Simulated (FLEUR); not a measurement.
A run of FLEUR MaX-R8.1 (later development tree) is set up as follows.

File inp.xml:

```xml
<?xml version="1.0" encoding="UTF-8" standalone="no"?>
<fleurInput fleurInputVersion="0.39">
   <comment>
      CdSe                                                                                                
   </comment>
   <calculationSetup>
      <cutoffs Kmax="4.58" Gmax="14.2" GmaxXC="14.2" numbands="0"/>
      <scfLoop itmax="60" minDistance="0.00001" maxIterBroyd="15" imix="Anderson" alpha="0.05" precondParam="0.0" spinf="2.0" sdNocoIR="T"/>
      <coreElectrons ctail="T" frcor="F" kcrel="0" coretail_lmax="0"/>
      <xcFunctional name="wc" relativisticCorrections="F"/>
      <magnetism jspins="1"/>
      <soc l_soc="F" theta="0.0" phi="0.0" spav="F"/>
      <expertModes spex="0" secvar="F"/>
      <geometryOptimization l_f="F" forcealpha="1.0" forcemix="BFGS" epsdisp="0.00001" epsforce="0.00001"/>
      <ldaU l_linMix="F" mixParam="0.05" spinf="1.0"/>
   </calculationSetup>
   <cell>
      <bzIntegration valenceElectrons="36.0" mode="hist" fermiSmearingEnergy="0.00183747">
         <kPointListSelection listName="default-1"/>
         <!-- k-points included here -->
         <xi:include xmlns:xi="http://www.w3.org/2001/XInclude" href="kpts.xml"> </xi:include>
      </bzIntegration>
      <!-- symmetry operations included here -->
      <xi:include xmlns:xi="http://www.w3.org/2001/XInclude" href="sym.xml"> </xi:include>
      <bulkLattice scale="1.0">
         <bravaisMatrix>
            <row-1>    0.0000000000000000     5.8019716936013745     5.8019716936013745</row-1>
            <row-2>    5.8019716936013745     0.0000000000000000     5.8019716936013745</row-2>
            <row-3>    5.8019716936013745     5.8019716936013745     0.0000000000000000</row-3>
         </bravaisMatrix>
      </bulkLattice>
   </cell>
   <atomSpecies>
      <species name="Cadmium (Cd)" element="Cd" atomicNumber="48">
         <mtSphere radius="2.52" gridPoints="833" logIncrement="0.015"/>
         <atomicCutoffs lmax="10" lnonsphr="8"/>
         <electronConfig flipSpins="F">
            <coreConfig>(1s1/2) (2s1/2) (2p1/2) (2p3/2) (3s1/2) (3p1/2) (3p3/2) (3d3/2) (3d5/2)</coreConfig>
            <valenceConfig>(4s1/2) (4p1/2) (4p3/2) (5s1/2) (4d3/2) (4d5/2)</valenceConfig>
         </electronConfig>
         <energyParameters s="5" p="5" d="4" f="4"/>
         <lo type="SCLO" l="0" n="4" eDeriv="0"/>
         <lo type="SCLO" l="1" n="4" eDeriv="0"/>
         <lo type="SCLO" l="1" n="4" eDeriv="1"/>
         <lo type="SCLO" l="2" n="4" eDeriv="2"/>
         <lo type="SCLO" l="3" n="4" eDeriv="2"/>
      </species>
      <species name="Selenium (Se)" element="Se" atomicNumber="34">
         <mtSphere radius="2.14" gridPoints="707" logIncrement="0.018"/>
         <atomicCutoffs lmax="9" lnonsphr="7"/>
         <electronConfig flipSpins="F">
            <coreConfig>(1s1/2) (2s1/2) (2p1/2) (2p3/2) (3s1/2) (3p1/2) (3p3/2)</coreConfig>
            <valenceConfig>(3d3/2) (3d5/2) (4s1/2) (4p1/2) (4p3/2)</valenceConfig>
            <stateOccupation state="(4p1/2)" spinUp="0.666667" spinDown="0.666667"/>
            <stateOccupation state="(4p3/2)" spinUp="1.333333" spinDown="1.333333"/>
         </electronConfig>
         <energyParameters s="4" p="4" d="4" f="4"/>
         <lo type="SCLO" l="2" n="3" eDeriv="0"/>
         <lo type="SCLO" l="0" n="4" eDeriv="2"/>
         <lo type="SCLO" l="1" n="4" eDeriv="2"/>
         <lo type="SCLO" l="3" n="4" eDeriv="2"/>
      </species>
   </atomSpecies>
   <atomGroups>
      <atomGroup species="Cadmium (Cd)">
         <relPos label="                   1">.0000000000 .0000000000 .0000000000</relPos>
         <force calculate="T" relaxXYZ="TTT"/>
      </atomGroup>
      <atomGroup species="Selenium (Se)">
         <relPos label="                   2">1.000/4.000 1.000/4.000 1.000/4.000</relPos>
         <force calculate="T" relaxXYZ="TTT"/>
      </atomGroup>
   </atomGroups>
   <output dos="F" band="F" slice="F">
      <checks vchk="F" cdinf="F"/>
      <bandDOS minEnergy="-.5*Htr" maxEnergy="0.5*Htr" sigma="0.015" storeEVData="T"/>
      <vacuumDOS vacdos="F" integ="F" star="F" nstars="0" locx1="0.0" locy1="0.0" locx2="0.0" locy2="0.0" nstm="0" tworkf="0.0"/>
      <unfoldingBand unfoldBand="F" supercellX="1" supercellY="1" supercellZ="1"/>
      <plotting iplot="0" polar="F">
         <plot TwoD="T" vec1="  1.0  0.0  0.0" vec2="  0.0  1.0  0.0" vec3="  0.0  0.0  1.0" zero="  0.0  0.0  0.0" file="plot"/>
      </plotting>
      <chargeDensitySlicing numkpt="0" minEigenval="0.0" maxEigenval="0.0" nnne="0" pallst="F"/>
      <specialOutput eonly="F"/>
      <moessbauerParams electricFieldGradient="T" isomerShift="T" coreHyperfine="T" valenceHyperfine="T"/>
      <magneticCircularDichroism mcd="F" energyLo="-10.0" energyUp="0.0"/>
   </output>
  <!-- We include the file relax.xml here to enable relaxations (see documentation) -->
  <xi:include xmlns:xi="http://www.w3.org/2001/XInclude" href="relax.xml"> <xi:fallback/> </xi:include>
</fleurInput>
```

Contents of crystal.txt:

```
CdSe
&input cartesian=F /
0.0000000000  3.0702711986  3.0702711986
3.0702711986  0.0000000000  3.0702711986
3.0702711986  3.0702711986  0.0000000000
1.8897261246
1.0 1.0 1.0

2
48 0.0000000000  0.0000000000  0.0000000000
34 0.2500000000  0.2500000000  0.2500000000

&kpt div1=8 div2=8 div3=8 gamma=T /
```

File inp.xml (bands):

```
<?xml version="1.0" encoding="UTF-8" standalone="no"?>
<fleurInput fleurInputVersion="0.39">
   <comment>
      CdSe                                                                                                
   </comment>
   <calculationSetup>
      <cutoffs Kmax="4.58" Gmax="14.2" GmaxXC="14.2" numbands="0"/>
      <scfLoop itmax="60" minDistance="0.00001" maxIterBroyd="15" imix="Anderson" alpha="0.05" precondParam="0.0" spinf="2.0" sdNocoIR="T"/>
      <coreElectrons ctail="T" frcor="F" kcrel="0" coretail_lmax="0"/>
      <xcFunctional name="wc" relativisticCorrections="F"/>
      <magnetism jspins="1"/>
      <soc l_soc="F" theta="0.0" phi="0.0" spav="F"/>
      <expertModes spex="0" secvar="F"/>
      <geometryOptimization l_f="F" forcealpha="1.0" forcemix="BFGS" epsdisp="0.00001" epsforce="0.00001"/>
      <ldaU l_linMix="F" mixParam="0.05" spinf="1.0"/>
   </calculationSetup>
   <cell>
      <bzIntegration valenceElectrons="36.0" mode="hist" fermiSmearingEnergy="0.00183747">
         <kPointListSelection listName="path-1"/>
         <!-- k-points included here -->
         <xi:include xmlns:xi="http://www.w3.org/2001/XInclude" href="kpts.xml"> </xi:include>
      </bzIntegration>
      <!-- symmetry operations included here -->
      <xi:include xmlns:xi="http://www.w3.org/2001/XInclude" href="sym.xml"> </xi:include>
      <bulkLattice scale="1.0">
         <bravaisMatrix>
            <row-1>    0.0000000000000000     5.8019716936013745     5.8019716936013745</row-1>
            <row-2>    5.8019716936013745     0.0000000000000000     5.8019716936013745</row-2>
            <row-3>    5.8019716936013745     5.8019716936013745     0.0000000000000000</row-3>
         </bravaisMatrix>
      </bulkLattice>
   </cell>
   <atomSpecies>
      <species name="Cadmium (Cd)" element="Cd" atomicNumber="48">
         <mtSphere radius="2.52" gridPoints="833" logIncrement="0.015"/>
         <atomicCutoffs lmax="10" lnonsphr="8"/>
         <electronConfig flipSpins="F">
            <coreConfig>(1s1/2) (2s1/2) (2p1/2) (2p3/2) (3s1/2) (3p1/2) (3p3/2) (3d3/2) (3d5/2)</coreConfig>
            <valenceConfig>(4s1/2) (4p1/2) (4p3/2) (5s1/2) (4d3/2) (4d5/2)</valenceConfig>
         </electronConfig>
         <energyParameters s="5" p="5" d="4" f="4"/>
         <lo type="SCLO" l="0" n="4" eDeriv="0"/>
         <lo type="SCLO" l="1" n="4" eDeriv="0"/>
         <lo type="SCLO" l="1" n="4" eDeriv="1"/>
         <lo type="SCLO" l="2" n="4" eDeriv="2"/>
         <lo type="SCLO" l="3" n="4" eDeriv="2"/>
      </species>
      <species name="Selenium (Se)" element="Se" atomicNumber="34">
         <mtSphere radius="2.14" gridPoints="707" logIncrement="0.018"/>
         <atomicCutoffs lmax="9" lnonsphr="7"/>
         <electronConfig flipSpins="F">
            <coreConfig>(1s1/2) (2s1/2) (2p1/2) (2p3/2) (3s1/2) (3p1/2) (3p3/2)</coreConfig>
            <valenceConfig>(3d3/2) (3d5/2) (4s1/2) (4p1/2) (4p3/2)</valenceConfig>
            <stateOccupation state="(4p1/2)" spinUp="0.666667" spinDown="0.666667"/>
            <stateOccupation state="(4p3/2)" spinUp="1.333333" spinDown="1.333333"/>
         </electronConfig>
         <energyParameters s="4" p="4" d="4" f="4"/>
         <lo type="SCLO" l="2" n="3" eDeriv="0"/>
         <lo type="SCLO" l="0" n="4" eDeriv="2"/>
         <lo type="SCLO" l="1" n="4" eDeriv="2"/>
         <lo type="SCLO" l="3" n="4" eDeriv="2"/>
      </species>
   </atomSpecies>
   <atomGroups>
      <atomGroup species="Cadmium (Cd)">
         <relPos label="                   1">.0000000000 .0000000000 .0000000000</relPos>
         <force calculate="T" relaxXYZ="TTT"/>
      </atomGroup>
      <atomGroup species="Selenium (Se)">
         <relPos label="                   2">1.000/4.000 1.000/4.000 1.000/4.000</relPos>
         <force calculate="T" relaxXYZ="TTT"/>
      </atomGroup>
   </atomGroups>
   <output dos="F" band="T" slice="F">
      <checks vchk="F" cdinf="F"/>
      <bandDOS minEnergy="-.5*Htr" maxEnergy="0.5*Htr" sigma="0.015" storeEVData="T"/>
      <vacuumDOS vacdos="F" integ="F" star="F" nstars="0" locx1="0.0" locy1="0.0" locx2="0.0" locy2="0.0" nstm="0" tworkf="0.0"/>
      <unfoldingBand unfoldBand="F" supercellX="1" supercellY="1" supercellZ="1"/>
      <plotting iplot="0" polar="F">
         <plot TwoD="T" vec1="  1.0  0.0  0.0" vec2="  0.0  1.0  0.0" vec3="  0.0  0.0  1.0" zero="  0.0  0.0  0.0" file="plot"/>
      </plotting>
      <chargeDensitySlicing numkpt="0" minEigenval="0.0" maxEigenval="0.0" nnne="0" pallst="F"/>
      <specialOutput eonly="F"/>
      <moessbauerParams electricFieldGradient="T" isomerShift="T" coreHyperfine="T" valenceHyperfine="T"/>
      <magneticCircularDichroism mcd="F" energyLo="-10.0" energyUp="0.0"/>
   </output>
  <!-- We include the file relax.xml here to enable relaxations (see documentation) -->
  <xi:include xmlns:xi="http://www.w3.org/2001/XInclude" href="relax.xml"> <xi:fallback/> </xi:include>
</fleurInput>
```

Potentials or basis: all-electron, FLAPW.

Run with:

```bash
$ inpgen -f crystal.txt -profile fastHighL
$ # inp.xml edited to the form shown
$ fleur_MPI
$ fleur_MPI   # second run, on inp.xml (bands)
```

Question: Estimate the band gap on the k mesh.

Answer: 0.39 eV, direct.

Question: Estimate the band gap along the path.

Answer: 0.39 eV, direct.

Core levels (eV from the Fermi level):
```
atom                                                                                                                             levels
1 Cd  1s1/2 -26502.2, 2s1/2 -3930.1, 2p1/2 -3659.2, 2p3/2 -3466.7, 3s1/2 -729.1, 3p1/2 -620.4, 3p3/2 -586.0, 3d3/2 -393.5, 3d5/2 -386.5
2 Se                              1s1/2 -12492.0, 2s1/2 -1599.7, 2p1/2 -1435.0, 2p3/2 -1393.2, 3s1/2 -206.9, 3p1/2 -150.5, 3p3/2 -144.6
```
